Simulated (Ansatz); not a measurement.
Crystal: SnO.

```
Sn O
1.0
     3.81370    0.00000    0.00000
     0.00000    3.81370    0.00000
     0.00000    0.00000    4.88691
Sn O
2 2
Direct
  0.50000 0.00000 0.76463
  0.00000 0.50000 0.23537
  0.00000 0.00000 0.00000
  0.50000 0.50000 0.00000
```

The cell is a database's computed one.

Base run:

```yaml
Program: Ansatz 0.2.0
Functional: revPBE
Potentials_or_basis: Ansatz PAW
Cutoff: "420 eV (not typed: the program's choice for these potentials)"
k_mesh: 7 × 7 × 6
Occupations: fermi-dirac, width 0.05 eV
Spin: no spin polarisation
```

Its results: band gap on the k mesh 0.36 eV, indirect (least direct gap 2.09 eV).

Problem. The run is repeated on the same cell with these changes: functional from revPBE to LDA; occupations from fermi-dirac, width 0.05 eV to fixed. What comes out?

Solution. Band gap on the k mesh 0.45 eV, indirect (least direct gap 2.01 eV).

Caveats: spin-orbit coupling is left out, which moves the levels of the heavy elements; the k mesh misses the band edges, so the gap on the mesh is wider than the one along the path (some runs); the gap is small at this level, which inflates the dielectric constant (some runs); odd divisions of the mesh miss points on the zone boundary, where band edges often lie, so the gap on the mesh can be too wide (some runs).
